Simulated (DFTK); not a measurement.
**Pb under changes of volume**

One of the cells (29.314 Å³/atom); the others are scaled copies at fixed shape and fractional positions:

```
CELL_PARAMETERS angstrom
3.48000 0.00000 0.00000
-1.74000 3.01377 0.00000
0.00000 0.00000 5.59000
ATOMIC_POSITIONS crystal
Pb 0.66667 0.33333 0.75000
Pb 0.33333 0.66667 0.25000
```

This isn't the form of Pb at room conditions, which is fcc.

| Quantity | Value |
| --- | --- |
| Program | DFTK 0.8.2 |
| Functional | PBE |
| Potentials or basis | dojo.nc.sr.pbe.v0_4_1.standard.upf (PBE) |
| Cutoff | 925 eV |
| k mesh | 9 × 9 × 5 |
| Occupations | fermi-dirac, width 0.05 eV |
| Spin | no spin polarisation |

| volume (Å³/atom) | energy over the lowest point (meV/atom) | pressure (GPa) |
| --- | --- | --- |
| 27.555 | 94.81 | 8.3 |
| 28.141 | 67.55 | 6.7 |
| 28.727 | 45.66 | 5.4 |
| 29.314 | 28.51 | 4.2 |
| 29.900 | 15.51 | 3.1 |
| 30.486 | ? | ? |
| 31.073 | 0.00 | 1.3 |

**Question.** What does the run at 30.486 Å³/atom give?

**Answer.** Energy over the lowest point 6.15 meV/atom; pressure 2.1 GPa.

Worked out: A Birch-Murnaghan fit of order 3 (a polynomial in V^(-2/3)) to the other rows has no minimum within the range. It gives 6.17 meV/atom at 30.486 Å³/atom, against the run's 6.15, and -dE/dV = 2.1 GPa, against 2.1.

Energies are extrapolated to zero smearing.

Caveats: the minimum lies outside the volumes run.
